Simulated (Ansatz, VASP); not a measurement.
## BaZrO3: VASP beside Ansatz

```
Ba Zr O
1.0
     4.10578    0.00000    0.00000
     0.00000    4.10578    0.00000
     0.00000    0.00000    4.10578
Ba Zr O
1 1 3
Direct
  0.00000 0.00000 0.00000
  0.50000 0.50000 0.50000
  0.50000 0.50000 0.00000
  0.50000 0.00000 0.50000
  0.00000 0.50000 0.50000
```

Alike in both runs: task single point; functional PBE; k mesh 6 × 6 × 6; occupations fermi-dirac, width 0.05 eV; no spin polarisation.

```csv
,VASP,Ansatz
version,VASP 6.6.1,Ansatz 0.2.0
potentials or method,"VASP PAW PBE potentials, release 64 (Ba_sv, Zr_sv, O)",Ansatz PAW
plane-wave cutoff (eV),520,420
valence electrons in the cell,40,40
```

Ansatz gave:

```
gap on the k mesh at the Fermi level (eV) : 3.38
least direct gap on the mesh (eV)         : 3.49
pressure (GPa)                            : 15.9
```

Question: Estimate VASP's values.

Answer: gap on the k mesh at the Fermi level (eV): 3.32; least direct gap on the mesh (eV): 3.46; pressure (GPa): 17.2.

Caveats: spin-orbit coupling is left out, which moves the levels of the heavy elements; so large a pressure means that the cell lies far from this level's equilibrium, or that cutoff or potentials fall short (VASP); the pressure holds a Pulay correction of +0.5 GPa for the finite cutoff (Ansatz). A k mesh can miss the band edges. As with any semilocal functional, this PBE gap is likely too small.
